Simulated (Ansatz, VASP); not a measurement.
This is a calculation of NaCl for Ansatz 0.2.0.

input.yaml

```yaml
crystal:
  lattice:
    - [0.0, 2.8488626834, 2.8488626834]
    - [2.8488626834, 0.0, 2.8488626834]
    - [2.8488626834, 2.8488626834, 0.0]
  atoms:
    - { symbol: Cl, position: [0.5, 0.5, 0.5] }
    - { symbol: Na, position: [0.0, 0.0, 0.0] }
hamiltonian:
  xc: pbesol
  pseudopotentials: { kind: paw }
kpoints:
  mp_grid: { grid: [8, 8, 8] }
scf:
  occupations: { method: fermi_dirac, width: 0.05 }
output:
  forces: true
  stress: true
  eigenvalues: true
```

Potentials or basis: Ansatz PAW.

Run with:

```console
$ ansatz run input.yaml --threads 1 --pin off --max-ram 3584MiB --backend cpu --events-out ev --progress --plain --runs-dir out
```

Question: Translate it to VASP 6.6.1. Potentials there: VASP PAW PBE potentials, release 64 (Cl, Na_pv).

Answer: As run (the cutoff follows the program's own potentials):

INCAR

```
SYSTEM = NaCl
ALGO = Normal
EDIFF = 1E-6
ENCUT = 520
GGA = PS
ISIF = 2
ISMEAR = -1
LASPH = .True.
LCHARG = .False.
LREAL = .False.
LWAVE = .False.
NBANDS = 14
NELM = 80
PREC = Accurate
SIGMA = 0.05
```

File KPOINTS:

```
k-points
0
Gamma
  8 8 8
  0 0 0
```

The input POSCAR:

```
NaCl
1.0
    0.0000000000      2.8488626834      2.8488626834
    2.8488626834      0.0000000000      2.8488626834
    2.8488626834      2.8488626834      0.0000000000
Cl Na
1 1
Direct
    0.5000000000      0.5000000000      0.5000000000
    0.0000000000      0.0000000000      0.0000000000
```

Potentials or basis: VASP PAW PBE potentials, release 64 (Cl, Na_pv).

Launch:

```bash
$ cat potpaw_PBE.64/Cl/POTCAR potpaw_PBE.64/Na_pv/POTCAR > POTCAR
$ mpirun -np 1 vasp_std > vasp.out
```

Both were run:

|  | VASP | Ansatz | Ansatz less VASP |
| --- | --- | --- | --- |
| gap on the k mesh at the Fermi level (eV) | 4.82 | 4.83 | +0.004 |
| least direct gap on the mesh (eV) | 4.82 | 4.83 | +0.004 |
| pressure (GPa) | -1.2 | -1.2 | -0.01 |

The two sets of potentials don't hold the same shells in valence.

Caveats: the PAW data sets were made with another functional, which shifts forces and pressure a little (VASP); the PAW data sets come from PBE, with cores solved anew for the run's functional, which leaves a small shift of forces and pressure (Ansatz). A k mesh can miss the band edges. As with any semilocal functional, this PBEsol gap is likely too small.
